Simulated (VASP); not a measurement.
A run of VASP 6.6.1 is set up as follows.

Contents of INCAR:

```
PREC = Accurate ; ENCUT = 300
EDIFF = 1E-7 ; ISMEAR = 0
SIGMA = 0.1 ; LREAL = False
LASPH = True ; NELM = 60
ALGO = Fast ; ISIF = 3
LWAVE = False ; LCHARG = False
GGA = PS ; IBRION = 2
NSW = 90 ; EDIFFG = -0.005
```

Contents of KPOINTS:

```
Automatic mesh
0
Gamma
  18 18 18
```

POSCAR

```
In
1.0
   -1.6947072700      1.6947072700      2.2973723900
    1.6947072700     -1.6947072700      2.2973723900
    1.6947072700      1.6947072700     -2.2973723900
In
1
Direct
    0.0000000000      0.0000000000      0.0000000000
```

Potentials or basis: VASP PAW PBE potentials, release 64 (In_d).

Command:

```sh
$ cat potpaw_PBE.64/In_d/POTCAR > POTCAR
$ mpirun -np 1 vasp_std > vasp.out
```

Estimate the space group after relaxing (to 0.05 Å).

Fm-3m (No. 225).

Predict the band gap on the k mesh.

none (metal or under the smearing width).

Step by step:
```
step  energy change (eV)  largest force (eV/Å)  pressure (GPa)  volume (Å³)
   1              0.0000                0.0000           -1.87        26.39
   2             -0.0073                0.0000            0.00        25.23
   3             -0.0073                0.0000            0.00        25.22
   4             -0.0074                0.0000            0.00        25.22
   5             -0.0075                0.0000            0.00        25.23
   6             -0.0079                0.0000           -0.01        25.25
   7             -0.0082                0.0000           -0.05        25.29
   8             -0.0082                0.0000           -0.05        25.29
   9             -0.0081                0.0000            0.24        25.14
  10             -0.0082                0.0000            0.01        25.27
```

Caveat: the PAW data sets were made with another functional, which shifts forces and pressure a little.
